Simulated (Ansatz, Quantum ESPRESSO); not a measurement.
# blue phosphorene, 1 layer: biaxial strain by an ASE script, part 2 of 2

Aim: band edges, gap and stiffness of blue phosphorene, 1 layer under biaxial strain.

Quantum ESPRESSO 7.5; plane-wave DFT, PBE, GBRV ultrasoft pseudopotentials; geometry by Ansatz 0.2.0 with PAW datasets.

So far. Step 2 (Relaxation with Ansatz): Little changed from the start: no atom moved by 0.005 Å and no cell edge by 0.1 %.

## (3) The script

Under ESM bc1 levels count from the vacuum, or from the mean of the two vacuum levels where the sheet has a dipole, so band edges at unlike strains can be compared.

Level of this step: plane-wave DFT, PBE, GBRV ultrasoft pseudopotentials (Quantum ESPRESSO 7.5).

File run.py:

```python
import json
import numpy as np
from ase import Atoms
from ase.calculators.espresso import Espresso, EspressoProfile

profile = EspressoProfile(command='mpirun -n 2 pw.x -nk 2', pseudo_dir='../pseudo')
pseudopotentials = {'P': 'p_pbe_v1.5.uspp.F.UPF'}
system = {'ecutwfc': 40, 'ecutrho': 200, 'occupations': 'smearing', 'smearing': 'fd', 'degauss': 0.002}


def calculator(name, kpts, **extra):
    data = dict(control=dict(tprnfor=True, verbosity='high', disk_io='none'),
                system=system | extra,
                electrons=dict(conv_thr=1e-09, mixing_beta=0.4, mixing_mode='plain',
                               electron_maxstep=100))
    return Espresso(profile=profile, directory=name, pseudopotentials=pseudopotentials, kpts=kpts, input_data=data)


def centre(atoms):
    z = atoms.positions[:, 2]
    atoms.positions[:, 2] -= (z.max() + z.min()) / 2  # ESM wants the slab about z = 0
    return atoms

sheet = Atoms(
    ['P', 'P'],
    scaled_positions=[
        [0.6666666667, 0.3333333333, 0.4617630531],
        [0.3333333333, 0.6666666667, 0.5382369469]],
    cell=[
        [3.279537699971, 0.000000000000, 0.000000000000],
        [-1.639768849986, 2.840162960844, 0.000000000000],
        [0.000000000000, 0.000000000000, 16.240000000000]],
    pbc=True)

rows = []
for strain in [-0.03, -0.015, 0.0, 0.015, 0.03]:
    atoms = sheet.copy()
    atoms.set_cell(sheet.cell.array * [[1 + strain], [1 + strain], [1]], scale_atoms=True)
    atoms = centre(atoms)
    atoms.calc = calculator(f's{strain:+.3f}', (12, 12, 1), assume_isolated='esm', esm_bc='bc1', nbnd=9)
    energy = atoms.get_potential_energy()
    levels = np.array([atoms.calc.get_eigenvalues(kpt=i) for i in range(len(atoms.calc.get_ibz_k_points()))])
    top, bottom = levels[:, 4].max(), levels[:, 5].min()
    direct = (levels[:, 5] - levels[:, 4]).min()
    rows.append([strain, energy, top, bottom, direct])
    print(f'strain {strain:+.3f}: E = {energy:.5f} eV, valence top {top:.3f}, conduction bottom {bottom:.3f}, '
          f'gap {bottom - top:.3f}, least direct gap {direct:.3f} eV')

x, energy, top, bottom, direct = np.array(rows).T
area = np.linalg.norm(np.cross(*sheet.cell[:2]))
stiffness = np.polyfit(x, energy, 2)[0] / area * 16.0218  # C11 + C12, heights clamped
print(f'valence and conduction edges move by {np.polyfit(x, top, 1)[0]:.2f} and {np.polyfit(x, bottom, 1)[0]:.2f} eV per unit biaxial strain')
print(f'C11 + C12 with clamped heights: {stiffness:.1f} N/m')
json.dump(dict(rows=rows, stiffness=stiffness), open('result.json', 'w'))
```

The run is started by

```
$ OMP_NUM_THREADS=1 python run.py
```

The program printed:

```text
strain -0.030: E = -422.16351 eV, valence top -6.011, conduction bottom -4.154, gap 1.857, least direct gap 2.295 eV
strain -0.015: E = -422.20382 eV, valence top -6.160, conduction bottom -4.189, gap 1.971, least direct gap 2.246 eV
strain +0.000: E = -422.21689 eV, valence top -6.172, conduction bottom -4.232, gap 1.940, least direct gap 2.204 eV
strain +0.015: E = -422.20564 eV, valence top -6.148, conduction bottom -4.266, gap 1.882, least direct gap 2.168 eV
strain +0.030: E = -422.17268 eV, valence top -6.112, conduction bottom -4.295, gap 1.818, least direct gap 2.066 eV
valence and conduction edges move by -1.28 and -2.39 eV per unit biaxial strain
C11 + C12 with clamped heights: 93.3 N/m
```

It took 96 s on 2 MPI ranks of Intel Xeon Platinum 8488C (Sapphire Rapids), shared host; peak memory 0.32 GiB.

The input that ASE wrote for the first run, and its log:

```
&CONTROL
   verbosity        = 'high'
   tprnfor          = .true.
   disk_io          = 'none'
   pseudo_dir       = '../pseudo'
/
&SYSTEM
   nbnd             = 9
   ecutwfc          = 40
   ecutrho          = 200
   occupations      = 'smearing'
   degauss          = 0.002
   smearing         = 'fd'
   assume_isolated  = 'esm'
   esm_bc           = 'bc1'
   ntyp             = 1
   nat              = 2
   ibrav            = 0
/
&ELECTRONS
   electron_maxstep = 100
   conv_thr         = 1e-09
   mixing_mode      = 'plain'
   mixing_beta      = 0.4
/
&IONS
/
&CELL
/
&FCP
/
&RISM
/
ATOMIC_SPECIES
P 30.973761998 p_pbe_v1.5.uspp.F.UPF

K_POINTS automatic
12 12 1  0 0 0

CELL_PARAMETERS angstrom
3.18115156897187 0.00000000000000 0.00000000000000
-1.59057578448642 2.75495807201868 0.00000000000000
0.00000000000000 0.00000000000000 16.24000000000000

ATOMIC_POSITIONS angstrom
P 1.5905757846 0.9183193572 -0.6209680177  
P -0.0000000002 1.8366387148 0.6209680177
```

```text
Program PWSCF v.7.5 starts
[citation notice left out]

     Parallel version (MPI & OpenMP), running on       2 processor cores
     Number of MPI processes:                 2
     Threads/MPI process:                     1

     MPI processes distributed on     1 nodes
[... 1 line left out ...]

Warning: card &CELL ignored
Warning: card &FCP ignored
Warning: card &RISM ignored

     Current dimensions of program PWSCF are:
     Max number of different atomic species (ntypx) = 10
     Max number of k-points (npk) =  40000
     Max angular momentum in pseudopotentials (lmaxx) =  4
     Message from routine setup:
     using ibrav=0 with symmetry is DISCOURAGED, use correct ibrav instead

     K-points division:     npool     =       2
     Subspace diagonalization in iterative solution of the eigenvalue problem:
     a serial algorithm will be used

     G-vector sticks info
     --------------------
     sticks:   dense  smooth     PW     G-vecs:    dense   smooth      PW
     Sum         499     397    121                46033    32715    5625

     Using Slab Decomposition

     bravais-lattice index     =            0
     lattice parameter (alat)  =       6.0115  a.u.
     unit-cell volume          =     960.4660 (a.u.)^3
     number of atoms/cell      =            2
     number of atomic types    =            1
     number of electrons       =        10.00
     number of Kohn-Sham states=            9
     kinetic-energy cutoff     =      40.0000  Ry
     charge density cutoff     =     200.0000  Ry
     scf convergence threshold =      1.0E-09
     mixing beta               =       0.4000
     number of iterations used =            8  plain     mixing
     Exchange-correlation=  SLA  PW   PBX  PBC
                           (   1   4   3   4   0   0   0)

     Effective Screening Medium Method
     =================================
     Boundary Conditions: Vacuum-Slab-Vacuum
     total charge in unit cell        =   0.0000
     grid points for fit at edges     =        4

[... 10 lines left out ...]
     PseudoPot. # 1 for P  read from file:
     ../pseudo/p_pbe_v1.5.uspp.F.UPF
     Pseudo is Ultrasoft + core correction, Zval =  5.0
     Generated by new atomic code, or converted to UPF format
     Using radial grid of  903 points,  6 beta functions with:
                l(1) =   0
                l(2) =   0
                l(3) =   1
                l(4) =   1
                l(5) =   2
                l(6) =   2
     Q(r) pseudized with  8 coefficients,  rinner =    1.300   1.300   1.300
                                                       1.300   1.300

     atomic species   valence    mass     pseudopotential
     P                 5.00    30.97376     P ( 1.00)

     12 Sym. Ops., with inversion, found

                                    s                        frac. trans.

      isym =  1     identity

[... 410 lines left out ...]
------------------
[... 1 line left out ...]

     negative rho (up, down):  1.473E-04 0.000E+00

[... 1 line left out ...]

     total energy              =     -31.02844816 Ry
     estimated scf accuracy    <          2.7E-09 Ry

     iteration # 14     ecut=    40.00 Ry     beta= 0.40
[... 1 line left out ...]

---- Real-time Memory Report at c_bands before calling an iterative solver
           150 MiB given to the printing process from OS
            56 MiB allocation reported by mallinfo(arena+hblkhd)
[... 1 line left out ...]
------------------
[... 1 line left out ...]

     negative rho (up, down):  1.474E-04 0.000E+00

[... 1 line left out ...]

     End of self-consistent calculation

          k = 0.0000 0.0000 0.0000 (  4057 PWs)   bands (ev):

   -20.8158 -12.8463  -6.8137  -6.0105  -6.0105  -1.9238  -1.9238  -1.5382
    -0.8881

     occupation numbers
     1.0000   1.0000   1.0000   1.0000   1.0000   0.0000   0.0000   0.0000
     0.0000

[... 108 lines left out ...]

     the Fermi energy is    -4.8541 ev

!    total energy              =     -31.02844817 Ry
     estimated scf accuracy    <          2.2E-10 Ry
     smearing contrib. (-TS)   =      -0.00000000 Ry
     internal energy E=F+TS    =     -31.02844817 Ry

     The total energy is F=E-TS. E is the sum of the following terms:
     one-electron contribution =      80.64256979 Ry
     hartree contribution      =     -39.91918520 Ry
     xc contribution           =     -11.84276734 Ry
     ewald contribution        =     -59.90906541 Ry

     convergence has been achieved in  14 iterations

     negative rho (up, down):  1.474E-04 0.000E+00

     Forces acting on atoms (cartesian axes, Ry/au):

     atom    1 type  1   force =     0.00000000    0.00000000   -0.01496376
     atom    2 type  1   force =     0.00000000    0.00000000    0.01496376
     The non-local contrib.  to forces
     atom    1 type  1   force =     0.00000000   -0.00000000    0.33694046
     atom    2 type  1   force =     0.00000000    0.00000000   -0.33694046
     The ionic contribution  to forces
     atom    1 type  1   force =    -0.00000000    0.00000000   -8.58633104
     atom    2 type  1   force =     0.00000000   -0.00000000    8.58633104
     The local contribution  to forces
     atom    1 type  1   force =    -0.00000000    0.00000000    8.25329973
     atom    2 type  1   force =     0.00000000   -0.00000000   -8.25329925
     The core correction contribution to forces
     atom    1 type  1   force =     0.00000000   -0.00000000   -0.01888178
     atom    2 type  1   force =    -0.00000000    0.00000000    0.01888178
     The Hubbard contrib.    to forces
     atom    1 type  1   force =     0.00000000    0.00000000    0.00000000
     atom    2 type  1   force =     0.00000000    0.00000000    0.00000000
     The SCF correction term to forces
     atom    1 type  1   force =    -0.00000000    0.00000000    0.00000911
     atom    2 type  1   force =     0.00000000   -0.00000000   -0.00000911

     Total force =     0.021162     Total SCF correction =     0.000013
     Message from routine punch:
     Nothing written, as per user request (disk_io='none')

[... 1 line left out ...]

[... 1 line left out ...]

[... 1 line left out ...]

[... 3 lines left out ...]

[... 1 line left out ...]

[... 2 lines left out ...]

[... 1 line left out ...]

[... 1 line left out ...]

=------------------------------------------------------------------------------=
   JOB DONE.
=------------------------------------------------------------------------------=
```

Read from the output:

```
biaxial stiffness : 93.31 N/m
```

Band edge from the vacuum level against biaxial strain:

```
biaxial strain (%)  valence top (eV)  conduction bottom (eV)
             -3.00             -6.01                   -4.15
             -1.50             -6.16                   -4.19
              0.00             -6.17                   -4.23
              1.50             -6.15                   -4.27
              3.00             -6.11                   -4.29
```

The gap by biaxial strain:

```
biaxial strain (%)  on the mesh (eV)  least direct (eV)
             -3.00              1.86               2.30
             -1.50              1.97               2.25
              0.00              1.94               2.20
              1.50              1.88               2.17
              3.00              1.82               2.07
```

Table of energy over the lowest by biaxial strain:

```
biaxial strain (%)  energy over the lowest (meV)
             -3.00                          53.4
             -1.50                          13.1
              0.00                             0
              1.50                          11.2
              3.00                          44.2
```

## (4) Running the series: LDA, GBRV ultrasoft

Level of this step: plane-wave DFT, LDA, GBRV ultrasoft pseudopotentials (Quantum ESPRESSO 7.5).

run.py, as its differences from the input of step 3:

```diff
@@ -6,3 +6,3 @@
 profile = EspressoProfile(command='mpirun -n 2 pw.x -nk 2', pseudo_dir='../pseudo')
-pseudopotentials = {'P': 'p_pbe_v1.5.uspp.F.UPF'}
+pseudopotentials = {'P': 'p_lda_v1.5.uspp.F.UPF'}
 system = {'ecutwfc': 40, 'ecutrho': 200, 'occupations': 'smearing', 'smearing': 'fd', 'degauss': 0.002}
```

The run is started by

```
$ OMP_NUM_THREADS=1 python run.py
```

The program printed:

```text
strain -0.030: E = -423.20346 eV, valence top -6.216, conduction bottom -4.442, gap 1.774, least direct gap 2.176 eV
strain -0.015: E = -423.20840 eV, valence top -6.362, conduction bottom -4.492, gap 1.870, least direct gap 2.124 eV
strain +0.000: E = -423.18750 eV, valence top -6.356, conduction bottom -4.535, gap 1.821, least direct gap 2.080 eV
strain +0.015: E = -423.14382 eV, valence top -6.329, conduction bottom -4.570, gap 1.759, least direct gap 2.042 eV
strain +0.030: E = -423.07956 eV, valence top -6.303, conduction bottom -4.598, gap 1.705, least direct gap 1.955 eV
valence and conduction edges move by -0.94 and -2.60 eV per unit biaxial strain
C11 + C12 with clamped heights: 88.0 N/m
```

Wall time 87 s (2 MPI ranks); peak memory 0.31 GiB.

Read from the output:

```
biaxial stiffness : 88.01 N/m
```

Band edge from the vacuum level against biaxial strain:

```
biaxial strain (%)  valence top (eV)  conduction bottom (eV)
             -3.00             -6.22                   -4.44
             -1.50             -6.36                   -4.49
              0.00             -6.36                   -4.54
              1.50             -6.33                   -4.57
              3.00             -6.30                   -4.60
```

Gap against biaxial strain:

```
biaxial strain (%)  on the mesh (eV)  least direct (eV)
             -3.00              1.77               2.18
             -1.50              1.87               2.12
              0.00              1.82               2.08
              1.50              1.76               2.04
              3.00              1.70               1.95
```

Energy over the lowest against biaxial strain:

```
biaxial strain (%)  energy over the lowest (meV)
             -3.00                          4.93
             -1.50                             0
              0.00                          20.9
              1.50                          64.6
              3.00                           129
```

## (5) Worked from the printed numbers

Under equal strain ε in the plane, E = A (C11 + C12) ε². From the points at ±1.5 %: d²E/dε² = (13.08 + 11.25 − 2 × 0.00) meV / 0.015² = 108 eV, and 108/(2 × 9.314 Å²) × 16.02 = 93 N/m.

## (6) Outcome

```json
{"C11 + C12, heights clamped, PBE, GBRV ultrasoft": "93 N/m", "gap on the mesh at zero strain, PBE, GBRV ultrasoft": "1.94 eV", "valence top below the vacuum at zero strain, PBE, GBRV ultrasoft": "6.17 eV", "shift of the conduction bottom per unit biaxial strain, PBE, GBRV ultrasoft": "-2.4 eV", "C11 + C12, heights clamped, LDA, GBRV ultrasoft": "88 N/m", "gap on the mesh at zero strain, LDA, GBRV ultrasoft": "1.82 eV", "valence top below the vacuum at zero strain, LDA, GBRV ultrasoft": "6.36 eV", "shift of the conduction bottom per unit biaxial strain, LDA, GBRV ultrasoft": "-2.6 eV"}
```

In words: The sheet's biaxial stiffness comes to 93 N/m and its gap at zero strain to 1.94 eV (PBE, GBRV ultrasoft). From −3 % to +3 % the gap on the mesh goes from 1.86 to 1.82 eV, through a peak of 1.97 eV; it is indirect at every strain. The valence top bends along the series, so the script's straight-line slope describes it poorly. Heights are clamped under strain, which makes a sheet with several atomic planes too stiff. Zero strain is the PBE cell; under LDA the energy is lowest near -2.0 %, so its stiffness is taken away from its own minimum. Semilocal gaps are too small.

[Logs are printed without paths, hosts, clocks, repeated set-up lines and the standing remarks that a program may print on its own settings, such as how far it seeks lower states.]

[Hosts, paths, dates, database ids (printed as entryN), source tags and the programs' standing remarks are cut or masked in the printed files.]

[Maps of the electrostatic potential energy from Ansatz leave out the sawtooth potential of an applied field or a dipole correction, so their vacuum need not be flat; planar profiles and work functions include it.]
